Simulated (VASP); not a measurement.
Set up this calculation in VASP 6.6.1, as the native input.

| Quantity | Value |
| --- | --- |
| Task | single point |
| Functional | PBEsol |
| Potentials or basis | VASP PAW PBE potentials, release 64 (Pt) |
| Cutoff | 900 eV |
| k mesh | 18 × 18 × 18 |
| Occupations | gaussian, width 0.1 eV |
| Spin | no spin polarisation |
| Further INCAR settings | ALGO = Fast; EDIFF = 1e-07; NBANDS = 11 |

The structure of Pt lies in POSCAR:

```
Pt
1.0
    0.0000000000      1.9583100000      1.9583100000
    1.9583100000      0.0000000000      1.9583100000
    1.9583100000      1.9583100000      0.0000000000
Pt
1
Direct
    0.0000000000      0.0000000000      0.0000000000
```

One way to write it, as run:

INCAR

```
SYSTEM = Pt
ALGO = Fast
EDIFF = 1E-7
ENCUT = 900
GGA = PS
ISIF = 2
ISMEAR = 0
LASPH = .TRUE.
LCHARG = .TRUE.
LELF = .TRUE.
LREAL = .FALSE.
LVHAR = .TRUE.
LWAVE = .FALSE.
NBANDS = 11
NELM = 100
PREC = Accurate
SIGMA = 0.1
```

KPOINTS

```
k-points
0
G
  18 18 18
  0 0 0
```

Potentials or basis: VASP PAW PBE potentials, release 64 (Pt).

Command:

```console
$ cat potpaw_PBE.64/Pt/POTCAR > POTCAR
$ mpirun -np 1 vasp_std > vasp.out
```

Results of the run:

```
Pressure               : 0.0 GPa
Band gap on the k mesh : none (metal or under the smearing width)
```

Caveat: the PAW data sets were made with another functional, which shifts forces and pressure a little.

It took 31 s on 1 thread of Intel(R) Xeon(R) 6975P-C (Granite Rapids), with other jobs on the host, peak memory 0.21 GiB.
